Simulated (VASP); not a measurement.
# Ca: relaxation of cell and atoms with PBE

Crystal: Ca.

```
Ca
1.0
     2.61500    0.00000    0.00000
     0.00000    2.61500    0.00000
     0.00000    0.00000    2.61500
Ca
1
Direct
  0.00000 0.00000 0.00000
```

This isn't the form of Ca at room conditions, which is fcc.

| Item | Value |
| --- | --- |
| Program | VASP 6.6.1 |
| Task | relaxation of cell and atoms |
| Functional | PBE |
| Potentials or basis | VASP PAW PBE potentials, release 64 (Ca_sv) |
| Cutoff | 520 eV |
| k mesh | 17 × 17 × 17 |
| Occupations | gaussian, width 0.1 eV |
| Spin | no spin polarisation |
| Further INCAR settings | ALGO = Normal; EDIFF = 1e-06; IBRION = 2; EDIFFG = -0.01; NSW = 90; ISIF = 3 |

```json
{"Relaxed volume": "42.59 Å³/atom", "Relaxed cell": "a = 3.492 Å, b = 3.492 Å, c = 3.492 Å, α = 90.00°, β = 90.00°, γ = 90.00°", "Space group after relaxing (to 0.05 Å)": "Pm-3m (No. 221)", "Energy gained by relaxing": "1736.3 meV/atom", "Ionic steps": "6", "Pressure after relaxing": "0.0 GPa", "Band gap on the k mesh": "none (metal or under the smearing width)"}
```

The path:
```
step  energy change (eV)  largest force (eV/Å)  pressure (GPa)  volume (Å³)
   1              0.0000                0.0000           43.16        17.88
   2             -1.6317                0.0000            4.29        33.47
   3             -1.7134                0.0000            1.70        37.99
   4             -1.7147                0.0000           -1.17        48.22
   5             -1.7361                0.0000           -0.14        43.25
   6             -1.7363                0.0000            0.04        42.59
```

Final structure:
```
Ca
1.0
     3.49226    0.00000    0.00000
     0.00000    3.49226    0.00000
     0.00000    0.00000    3.49226
Ca
1
Direct
  0.00000 0.00000 0.00000
```

Levels at points of the mesh, in eV from the Fermi level:
```tsv
k point	band 3	band 4	band 5	band 6	band 7	band 8
(0.00, 0.00, 0.00)	-23.08	-23.08	-3.86	0.82	0.82	4.12
```

Run time: 3 min on 1 thread of Intel(R) Xeon(R) Platinum 8175M CPU @ 2.50GHz (Skylake/Cascade Lake) (shared host), peak memory 0.15 GiB.

Caveat: the volume moved by over 15 % at a fixed basis, so the end points are rough; the volume moved by +138 % from the deposited cell, more than functionals usually miss. Zero-point motion and thermal expansion aren't in these numbers.
